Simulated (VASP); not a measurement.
# Be (P6_3/mmc) in VASP: notebook

One crystal, Be, is run at these levels: LDA; tasks: single point.

Everything below comes from runs of VASP 6.6.1. Logs are shortened: lines on timing, memory, paths and dates and some standing lists are left out, and cuts for length are marked.

**1. Starting point**

It takes space group P6_3/mmc (No. 194, hexagonal). The conventional cell has a = 2.285 Å, b = 2.285 Å, c = 3.584 Å, α = 90.00°, β = 90.00°, γ = 120.00°. Be (site symmetry -6m2) is surrounded by 12 Be at 2.23 to 2.29 Å.

**2. Single point, LDA**

INCAR reads:

```
  ADDGRID = F
  ALGO = Normal
  EDIFF = 1E-6
  ENCUT = 460
  GGA = CA
  ISIF = 2
  ISMEAR = 1
  LASPH = T
  LCHARG = F
  LREAL = F
  LWAVE = F
  NELM = 100
  PREC = Accurate
  SIGMA = 0.05
```

KPOINTS reads:

```
k-points
0
Gamma
  11 11 7
```

POSCAR reads:

```
Be
1.0
    2.2853000000      0.0000000000      0.0000000000
   -1.1426500000      1.9791278553      0.0000000000
    0.0000000000      0.0000000000      3.5842000000
Be
2
Direct
    0.6666666667      0.3333333333      0.7500000000
    0.3333333333      0.6666666667      0.2500000000
```

Potentials or basis: VASP PAW LDA potentials, release 64 (Be).

Run with:

```sh
$ cat potpaw_LDA.64/Be/POTCAR > POTCAR
$ mpirun -np 1 vasp_std > vasp.out
```

OUTCAR:

```text
EDIFF = 1E-6
   ENCUT = 460
   GGA = CA
   ISIF = 2
   ISMEAR = 1
   LASPH = T
   LREAL = F
   NELM = 100
   PREC = Accurate

 Found     64 irreducible k-points:

 Following reciprocal coordinates:
            Coordinates               Weight
  0.000000  0.000000  0.000000      1.000000
  0.090909  0.000000  0.000000      6.000000
  0.181818  0.000000  0.000000      6.000000
  0.272727  0.000000  0.000000      6.000000
  0.363636  0.000000  0.000000      6.000000
  0.454545  0.000000  0.000000      6.000000
   k-points           NKPTS =     64   k-points in BZ     NKDIM =     64   number of bands    NBANDS=      6
   number of dos      NEDOS =    301   number of ions     NIONS =      2
   total plane-waves  NPLWV =   7168
   dimension x,y,z NGX =    16 NGY =   16 NGZ =   28
   dimension x,y,z NGXF=    32 NGYF=   32 NGZF=   56
   ions per type =               2
   NGX,Y,Z   is equivalent  to a cutoff of  11.64, 11.64, 12.99 a.u.
   NGXF,Y,Z  is equivalent  to a cutoff of  23.28, 23.28, 25.97 a.u.
 SYSTEM =  unknown system
   PREC   = accura    normal or accurate (medium, high low for compatibility)
   ISTART =      0    job   : 0-new  1-cont  2-samecut
   ICHARG =      2    charge: 1-file 2-atom 10-const
   ISPIN  =      1    spin polarized calculation?
   LNONCOLLINEAR =      F non collinear calculations
   LSORBIT =      F    spin-orbit coupling
   LASPH  =      T    aspherical Exc in radial PAW
   ENCUT  =  460.0 eV  33.81 Ry    5.81 a.u.   4.00  4.00  6.27*2*pi/ulx,y,z
   NELM   =    100;   NELMIN=  2; NELMDL= -5     # of ELM steps
   EDIFF  = 0.1E-05   stopping-criterion for ELM
[... 12 lines left out ...]
   EMIN   =  10.00;   EMAX   =-10.00  energy-range for DOS
   EFERMI =   0.00;   METHOD = LEGACY
   ISMEAR =     1;   SIGMA  =   0.05  broadening in eV -4-tet -1-fermi 0-gaus
   EFERMI_NEDOS =   21; number of points for ismear=-14 and -15
   IALGO  =     38    algorithm
[... 12 lines left out ...]
   LRPA    =     F    only Hartree local field effects (RPA)
 non-spin polarized calculation
 Methfessel and Paxton  Order N= 1 SIGMA  =   0.05
  energy-cutoff  :      460.00
  volume of cell :       16.21
 maximum number of plane-waves:       373
 NGX is ok and might be reduce to    16
   NGX =  7   NGY =  7   NGZ = 13

 number of electron       4.0000000 magnetization

 Free energy of the ion-electron system (eV)
  ---------------------------------------------------
  ext. energy  EPLUGINS =         0.00000000
  ---------------------------------------------------
  free energy    TOTEN  =        -8.37766004 eV

  energy without entropy =       -8.37744452  energy(sigma->0) =       -8.37758820

 E-fermi :   6.8981     XC(G=0): -10.5395

 val. band max:        6.7875087225   @ k =   0.3636   0.2727   0.2857
 cond. band min:       6.9076880695   @ k =   0.3636   0.2727   0.1429
 fundamental gap:      0.1201793471
 Fermi energy:         6.8981463187

 k-point     1 :       0.0000    0.0000    0.0000
  band No.  band energies     occupation
      1      -4.4948      2.00000
      2       2.2608      2.00000
      3       7.7813     -0.00000
      4      21.9208      0.00000
      5      21.9208      0.00000
      6      24.7239      0.00000

 k-point     2 :       0.0909    0.0000    0.0000
  band No.  band energies     occupation
      1      -4.2637      2.00000
      2       2.5652      2.00000
      3       7.8416     -0.00000
      4      20.2451      0.00000
      5      20.7504      0.00000
      6      24.7127      0.00000

 k-point     3 :       0.1818    0.0000    0.0000
  band No.  band energies     occupation
      1      -3.5697      2.00000
      2       3.4748      2.00000
      3       7.9649      0.00000
      4      16.8821      0.00000
      5      18.9097      0.00000
      6      24.2182      0.00000

 k-point     4 :       0.2727    0.0000    0.0000
  band No.  band energies     occupation
      1      -2.4134      2.00000
      2       4.9784      2.00000
      3       7.7956     -0.00000
      4      13.8442      0.00000
      5      17.3367      0.00000
      6      21.0947      0.00000

 k-point     5 :       0.3636    0.0000    0.0000
  band No.  band energies     occupation
      1      -0.8120      2.00000
      2       6.4093      2.00000
      3       7.0381     -0.00055
      4      12.6481      0.00000
      5      16.2366      0.00000
      6      17.2128      0.00000

 k-point     6 :       0.4545    0.0000    0.0000
  band No.  band energies     occupation
      1       1.0912      2.00000
      2       4.1495      2.00000
      3       9.4253      0.00000
      4      13.0461      0.00000
      5      13.8077      0.00000
      6      15.6753      0.00000

 [... further k-points ...]
[... 5 lines left out ...]
  --------------------------------------------------------------------------------------
  -------------------------------------------------------------------------------------
  Total       -0.8485377     -0.8485377     -0.7183272      0.0000000      0.0000000     -0.0000000
  in kB      -83.8633917    -83.8633917    -70.9943151      0.0000000      0.0000000     -0.0000000
  external PRESSURE =     -79.5736995 kB  Pullay stress =       0.0000000 kB

 VOLUME and BASIS-vectors are now :
 -----------------------------------------------------------------------------
  energy-cutoff  :      460.00
  volume of cell :       16.21
      direct lattice vectors                 reciprocal lattice vectors
     2.285300000  0.000000000  0.000000000     0.437579311  0.252636533  0.000000000
    -1.142650000  1.979127855  0.000000000     0.000000000  0.505273066  0.000000000
     0.000000000  0.000000000  3.584200000     0.000000000  0.000000000  0.279002288

 POSITION                                       TOTAL-FORCE (eV/Angst)
 -----------------------------------------------------------------------------------
      1.14265      0.65971      2.68815         0.000000      0.000000      0.000000
     -0.00000      1.31942      0.89605        -0.000000      0.000000      0.000000
 -----------------------------------------------------------------------------------
    total drift:                                0.000000     -0.000000      0.000000

  FREE ENERGIE OF THE ION-ELECTRON SYSTEM (eV)
  ---------------------------------------------------
  free  energy   TOTEN  =        -8.3776600430 eV

  energy  without entropy=       -8.3774445222  energy(sigma->0) =       -8.37758820
```

Run time: 1.7 s. Hardware: 1 thread of AMD EPYC 9R45 (Zen 5), shared host; peak memory 0.08 GiB.

The run converged, but some of its settings lie outside the range that counts as converged, so its numbers aren't taken as properties of the crystal.

What came out:

```
Free energy            : -8.3777 eV
Pressure               : -8.0 GPa
Band gap on the k mesh : none (metal or under the smearing width)
```

**3. Single point, LDA**

INCAR is that of step 2.

KPOINTS is that of step 2.

POSCAR reads:

```
Be
1.0
    2.2853000000      0.0000000000      0.0000000000
   -1.1426500000      1.9791278553      0.0000000000
    0.0000000000      0.0000000000      3.5842000000
Be
2
Direct
    0.6556040000      0.3139550000      0.7387090000
    0.3030700000      0.6820070000      0.2728280000
```

Potentials or basis: VASP PAW LDA potentials, release 64 (Be).

Run with:

```sh
$ cat potpaw_LDA.64/Be/POTCAR > POTCAR
$ mpirun -np 1 vasp_std > vasp.out
```

OUTCAR:

```text
EDIFF = 1E-6
   ENCUT = 460
   GGA = CA
   ISIF = 2
   ISMEAR = 1
   LASPH = T
   LREAL = F
   NELM = 100
   PREC = Accurate

 Found    424 irreducible k-points:

 Following reciprocal coordinates:
            Coordinates               Weight
  0.000000  0.000000  0.000000      1.000000
  0.090909  0.000000  0.000000      2.000000
  0.000000  0.090909  0.000000      2.000000
 -0.090909  0.090909  0.000000      2.000000
  0.181818  0.000000  0.000000      2.000000
  0.000000  0.181818  0.000000      2.000000
   k-points           NKPTS =    424   k-points in BZ     NKDIM =    424   number of bands    NBANDS=      6
   number of dos      NEDOS =    301   number of ions     NIONS =      2
   total plane-waves  NPLWV =   7168
   dimension x,y,z NGX =    16 NGY =   16 NGZ =   28
   dimension x,y,z NGXF=    32 NGYF=   32 NGZF=   56
   ions per type =               2
   NGX,Y,Z   is equivalent  to a cutoff of  11.64, 11.64, 12.99 a.u.
   NGXF,Y,Z  is equivalent  to a cutoff of  23.28, 23.28, 25.97 a.u.
 SYSTEM =  unknown system
   PREC   = accura    normal or accurate (medium, high low for compatibility)
   ISTART =      0    job   : 0-new  1-cont  2-samecut
   ICHARG =      2    charge: 1-file 2-atom 10-const
   ISPIN  =      1    spin polarized calculation?
   LNONCOLLINEAR =      F non collinear calculations
   LSORBIT =      F    spin-orbit coupling
   LASPH  =      T    aspherical Exc in radial PAW
   ENCUT  =  460.0 eV  33.81 Ry    5.81 a.u.   4.00  4.00  6.27*2*pi/ulx,y,z
   NELM   =    100;   NELMIN=  2; NELMDL= -5     # of ELM steps
   EDIFF  = 0.1E-05   stopping-criterion for ELM
[... 12 lines left out ...]
   EMIN   =  10.00;   EMAX   =-10.00  energy-range for DOS
   EFERMI =   0.00;   METHOD = LEGACY
   ISMEAR =     1;   SIGMA  =   0.05  broadening in eV -4-tet -1-fermi 0-gaus
   EFERMI_NEDOS =   21; number of points for ismear=-14 and -15
   IALGO  =     38    algorithm
[... 12 lines left out ...]
   LRPA    =     F    only Hartree local field effects (RPA)
 non-spin polarized calculation
 Methfessel and Paxton  Order N= 1 SIGMA  =   0.05
  energy-cutoff  :      460.00
  volume of cell :       16.21
 maximum number of plane-waves:       373
   NGX =  7   NGY =  7   NGZ = 13

 number of electron       4.0000000 magnetization

 Free energy of the ion-electron system (eV)
  ---------------------------------------------------
  ext. energy  EPLUGINS =         0.00000000
  ---------------------------------------------------
  free energy    TOTEN  =        -8.30528482 eV

  energy without entropy =       -8.30526203  energy(sigma->0) =       -8.30527722

 E-fermi :   6.8106     XC(G=0): -10.5321

 val. band max:        6.8015570544   @ k =  -0.2727  -0.3636   0.2857
 cond. band min:       6.8417845284   @ k =  -0.2727  -0.4545   0.0000
 fundamental gap:      0.0402274740
 Fermi energy:         6.8106131404

 k-point     1 :       0.0000    0.0000    0.0000
  band No.  band energies     occupation
      1      -4.5077      2.00000
      2       2.2972      2.00000
      3       7.6954     -0.00000
      4      21.5192      0.00000
      5      22.2635      0.00000
      6      24.1509      0.00000

 k-point     2 :       0.0909    0.0000    0.0000
  band No.  band energies     occupation
      1      -4.2777      2.00000
      2       2.6016      2.00000
      3       7.7555     -0.00000
      4      20.0758      0.00000
      5      20.8681      0.00000
      6      24.3281      0.00000

 k-point     3 :       0.0000    0.0909    0.0000
  band No.  band energies     occupation
      1      -4.2777      2.00000
      2       2.6020      2.00000
      3       7.7532     -0.00000
      4      20.0741      0.00000
      5      20.8711      0.00000
      6      24.4405      0.00000

 k-point     4 :      -0.0909    0.0909    0.0000
  band No.  band energies     occupation
      1      -4.2772      2.00000
      2       2.5993      2.00000
      3       7.7683     -0.00000
      4      20.2607      0.00000
      5      20.5129      0.00000
      6      24.4407      0.00000

 k-point     5 :       0.1818    0.0000    0.0000
  band No.  band energies     occupation
      1      -3.5865      2.00000
      2       3.5119      2.00000
      3       7.8735      0.00000
      4      16.8610      0.00000
      5      18.9288      0.00000
      6      23.9225      0.00000

 k-point     6 :       0.0000    0.1818    0.0000
  band No.  band energies     occupation
      1      -3.5867      2.00000
      2       3.5139      2.00000
      3       7.8614      0.00000
      4      16.8942      0.00000
      5      18.9283      0.00000
      6      23.9833      0.00000

 [... further k-points ...]
[... 5 lines left out ...]
  --------------------------------------------------------------------------------------
  -------------------------------------------------------------------------------------
  Total       -0.9823430     -0.6169194     -0.3817753      0.2345911      0.1216041     -0.1399979
  in kB      -97.0877447    -60.9718984    -37.7319380     23.1853050     12.0184761    -13.8363929
  external PRESSURE =     -65.2638604 kB  Pullay stress =       0.0000000 kB

 VOLUME and BASIS-vectors are now :
 -----------------------------------------------------------------------------
  energy-cutoff  :      460.00
  volume of cell :       16.21
      direct lattice vectors                 reciprocal lattice vectors
     2.285300000  0.000000000  0.000000000     0.437579311  0.252636533  0.000000000
    -1.142650000  1.979127855  0.000000000     0.000000000  0.505273066  0.000000000
     0.000000000  0.000000000  3.584200000     0.000000000  0.000000000  0.279002288

 POSITION                                       TOTAL-FORCE (eV/Angst)
 -----------------------------------------------------------------------------------
      1.13951      0.62136      2.64768        -0.242982      0.230135      0.893193
     -0.08669      1.34978      0.97787         0.242982     -0.230135     -0.893193
 -----------------------------------------------------------------------------------
    total drift:                                0.000000      0.000000      0.000000

  FREE ENERGIE OF THE ION-ELECTRON SYSTEM (eV)
  ---------------------------------------------------
  free  energy   TOTEN  =        -8.3052848220 eV

  energy  without entropy=       -8.3052620251  energy(sigma->0) =       -8.30527722
```

OSZICAR:

```text
N       E                     dE             d eps       ncg     rms          rms(c)
DAV:   1    -0.445031104574E+01   -0.44503E+01   -0.16835E+03  5208   0.495E+02
DAV:   2    -0.837431250387E+01   -0.39240E+01   -0.37515E+01  7488   0.464E+01
DAV:   3    -0.839350328174E+01   -0.19191E-01   -0.18914E-01  6228   0.368E+00
DAV:   4    -0.839351202849E+01   -0.87468E-05   -0.87448E-05  7512   0.670E-02
DAV:   5    -0.839351203493E+01   -0.64452E-08   -0.61218E-08  6126   0.660E-04    0.138E+00
DAV:   6    -0.832539233349E+01    0.68120E-01   -0.90741E-02  6594   0.144E+00    0.770E-01
DAV:   7    -0.830653914208E+01    0.18853E-01   -0.37704E-02  7686   0.102E+00    0.235E-01
DAV:   8    -0.830528602495E+01    0.12531E-02   -0.13070E-03  5514   0.314E-01    0.940E-03
DAV:   9    -0.830528527051E+01    0.75444E-06   -0.29574E-05  6948   0.390E-02    0.475E-03
DAV:  10    -0.830528482199E+01    0.44852E-06   -0.14350E-06  5496   0.906E-03
   1 F= -.83052848E+01 E0= -.83052772E+01  d E =-.227969E-04
```

Run time: 8.3 s. Hardware: 1 thread of AMD EPYC 9R45 (Zen 5), shared host; peak memory 0.1 GiB.

The run converged, but some of its settings lie outside the range that counts as converged, so its numbers aren't taken as properties of the crystal.

What came out:

* Free energy: -8.3053 eV
* Pressure: -6.5 GPa
* Largest force: 0.954 eV/Å
* Band gap on the k mesh: none (metal or under the smearing width)

**4. Single point, LDA**

INCAR: that of step 3 with these lines changed.

```diff
@@ -13,2 +13,2 @@
   PREC = Accurate
-  SIGMA = 0.05
+  SIGMA = 0.02
```

KPOINTS is that of step 3.

POSCAR reads:

```
Be
1.0
    2.2853000000      0.0000000000      0.0000000000
   -1.1426500000      1.9791278553      0.0000000000
    0.0000000000      0.0000000000      3.5842000000
Be
2
Direct
    0.6666666667      0.3333333333      0.7500000000
    0.3333333333      0.6666666667      0.2500000000
```

Run with:

```sh
$ cat potpaw_LDA.64/Be/POTCAR > POTCAR
$ mpirun -np 1 vasp_std > vasp.out
```

Wall time 1.5 s (1 thread of AMD EPYC 9R45 (Zen 5), shared host); peak memory 0.08 GiB.

These settings aren't checked as converged: the numbers below hold their error.

What came out:

| Quantity | Value |
| --- | --- |
| Free energy | -8.3775 eV |
| Pressure | -8.0 GPa |
| Band gap on the k mesh | none (metal or under the smearing width) |

(Continued in part 2 of 2.)
